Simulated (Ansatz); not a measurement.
# Li: further runs on the relaxed cell

The task here is to estimate one member of a computed series from the others.

This is Li in the hcp structure; at room conditions it is bcc.

Method: DFT PBE+D3(BJ), scalar-relativistic, plane waves, PAW, in Ansatz 0.2.0.

2 further runs of the same task are left out: 2 set aside as unsound or not needed.

## The structure to begin with

It takes space group P6_3/mmc (No. 194, hexagonal). Conventional cell: a = 2.953 Å, b = 2.953 Å, c = 4.844 Å, α = 90.00°, β = 90.00°, γ = 120.00°. Li (site symmetry -6m2) is surrounded by 12 Li at 2.95 to 2.96 Å.

Coordinates:

```
CELL_PARAMETERS angstrom
2.95316 0.00000 0.00000
-1.47658 2.55751 0.00000
0.00000 0.00000 4.84408
ATOMIC_POSITIONS crystal
Li 0.33333 0.66667 0.25000
Li 0.66667 0.33333 0.75000
```

It is the result of an earlier relaxation at this level (volume 18.29 Å³/atom; gap on the mesh: none (metal)).

Set-up of the first run:

Contents of input.yaml:

```yaml
crystal:
  lattice:
    - [2.9531605378, 0.0, 0.0]
    - [-1.4765802689, 2.5575120472, 0.0]
    - [0.0, 0.0, 4.844082574]
  atoms:
    - { symbol: Li, position: [0.3333333333, 0.6666666667, 0.25] }
    - { symbol: Li, position: [0.6666666667, 0.3333333333, 0.75] }
basis:
  ecutwfc: 420
kpoints:
  mp_grid: { grid: [18, 18, 10] }
  band_path:
    path:
      - [[0.0, 0.0, 0.0], [0.5, 0.0, 0.0], [0.33333333, 0.33333333, 0.0], [0.0, 0.0, 0.0], [0.0, 0.0, 0.5], [0.5, 0.0, 0.5], [0.33333333, 0.33333333, 0.5], [0.0, 0.0, 0.5]]
      - [[0.5, 0.0, 0.5], [0.5, 0.0, 0.0]]
      - [[0.33333333, 0.33333333, 0.5], [0.33333333, 0.33333333, 0.0]]
    npoints: 14
hamiltonian:
  xc: pbe
  dispersion: d3bj
scf:
  occupations: { method: gaussian, width: 0.1 }
  n_extra_bands: 6
output:
  forces: true
  stress: true
  eigenvalues: true
  populations: true
  dos: { projected: true, de: 0.02, nscf_kmesh: { grid: [27, 27, 15] } }
  bader: true
  write_density: true
  write_potential: true
  elf: true
  volumetric_format: npy
```

Command:

```console
> ansatz run input.yaml --threads 1 --pin off --max-ram 2560MiB --backend cpu --events-out ev --progress --plain --runs-dir out
```

Among the steps run: Electronic structure at the relaxed geometry; Relaxing with PBEsol; The cell under LDA; Relaxing with PBE.

One of the session's tables, all rows but one given; the rest of the session is left out.

It belongs to the step «Relaxed cells side by side». 

| functional | a (Å) | b (Å) | c (Å) | volume (Å³/atom) |
| --- | --- | --- | --- | --- |
| PBE+D3(BJ) | 2.953 | 2.953 | 4.844 | 18.29 |
| PBEsol | ? | ? | ? | ? |
| LDA | 2.987 | 2.987 | 4.905 | 18.95 |
| PBE | 3.052 | 3.052 | 5.011 | 20.22 |

Q: Estimate the row for PBEsol from the others.

As computed: a (Å): 3.052; b (Å): 3.052; c (Å): 5.010; volume (Å³/atom): 20.20.
